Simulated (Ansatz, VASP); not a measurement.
One calculation of C, two programs

```xyz
4
Lattice="2.5157 0.0000 0.0000 -1.2579 2.1787 0.0000 0.0000 0.0000 4.1897" Properties=species:S:1:pos:R:3 pbc="T T T"
C     0.0000    1.4524    0.0007
C     1.2579    0.7262    2.0956
C     0.0000    1.4524    1.5704
C     1.2579    0.7262    3.6653
```

Change from the starting cell: hydrostatic strain +0.5%.

Alike in both runs: task single point; functional PBE; k mesh 12 × 12 × 6; occupations fermi-dirac, width 0.02 eV; no spin polarisation.

|  | VASP | Ansatz |
| --- | --- | --- |
| version | VASP 6.6.1 | Ansatz 0.2.0 |
| potentials or method | VASP PAW PBE potentials, release 64 (C) | plane waves, PAW |
| plane-wave cutoff (eV) | 520 | 420 |
| valence electrons in the cell | 16 | 16 |

VASP gave:

| Property | Result |
| --- | --- |
| gap on the k mesh at the Fermi level (eV) | 3.37 |
| pressure (GPa) | -1.7 |
| largest component of the traceless stress (GPa) | 0.60 |
| rms of the force components (eV/Å) | 0.008 |

Q: Which values does Ansatz return?

A: gap on the k mesh at the Fermi level (eV): 3.38; pressure (GPa): -2.4; largest component of the traceless stress (GPa): 0.51; rms of the force components (eV/Å): 0.006.

Atom by atom the forces differ by 0.003 eV/Å (rms over components). With one functional, cell and mesh, what is left measures potentials, basis and numerics.
